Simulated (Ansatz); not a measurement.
# Pt, simple cubic: how the functional moves the structure

All rows: Ansatz, plane waves with scalar-relativistic PAW, 420 eV (500 eV for the SCAN forms), relaxed under each functional, no dispersion correction, no zero-point motion. B₀ comes from uniform scaling at fixed shape; a dash is a value not given.

| functional | V (Å³/atom) | cell | B₀ (GPa) | magnetic state | ΔE to fcc (meV/atom) |
| --- | --- | --- | --- | --- | --- |
| PBE | 18.10 | a = 2.626 Å | 185 | spin not included | 459 |
| r²SCAN | 17.66 | a = 2.604 Å | 205 | spin not included | 434 |
| PBEsol | 17.34 | a = 2.588 Å | 217 | spin not included | 544 |
| LDA | 16.98 | a = 2.570 Å | 234 | spin not included | 541 |
| revPBE | 18.35 | a = 2.638 Å | 173 | spin not included | 439 |
| RPBE | 18.46 | a = 2.643 Å | 168 | spin not included | 430 |
| BLYP | 19.21 | a = 2.678 Å | 152 | spin not included | 215 |

LDA gives the smallest volume and BLYP the largest.
